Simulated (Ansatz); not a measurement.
The system is CdS (Greenockite).

```
Cd S
1.0
     4.15000    0.00000    0.00000
    -2.07500    3.59401    0.00000
     0.00000    0.00000    6.73700
Cd S
2 2
Cartesian
  2.0750 1.1980 3.3685
  0.0000 2.3960 0.0000
  2.0750 1.1980 5.8949
  0.0000 2.3960 2.5264
```

Base run:

- Program: Ansatz 0.2.0
- Functional: SVWN5
- Potentials or basis: Ansatz PAW
- Cutoff: 420 eV (not typed: the program's choice for these potentials)
- k mesh: 7 × 7 × 4
- Occupations: fermi-dirac, width 0.05 eV
- Spin: no spin polarisation

Its results: band gap on the k mesh 0.91 eV, direct; pressure -3.2 GPa; largest force 0.061 eV/Å.

After a change of settings the same cell gave: band gap on the k mesh 1.17 eV, direct; pressure 10.7 GPa; largest force 0.066 eV/Å. Which change was it?
A. functional from SVWN5 to LDA; spin from no spin polarisation to spin-orbit coupling, no magnetisation; potential files from those of the base run to others of the same set
B. functional from SVWN5 to PBE-EpsX; k mesh from 7 × 7 × 4 to 4 × 4 × 3
C. functional from SVWN5 to exchange-only PBE

C.

Caveats: the PAW data sets come from PBE, with cores solved anew for the run's functional, which leaves a small shift of forces and pressure.

Runs at the PBE level aren't shown here.
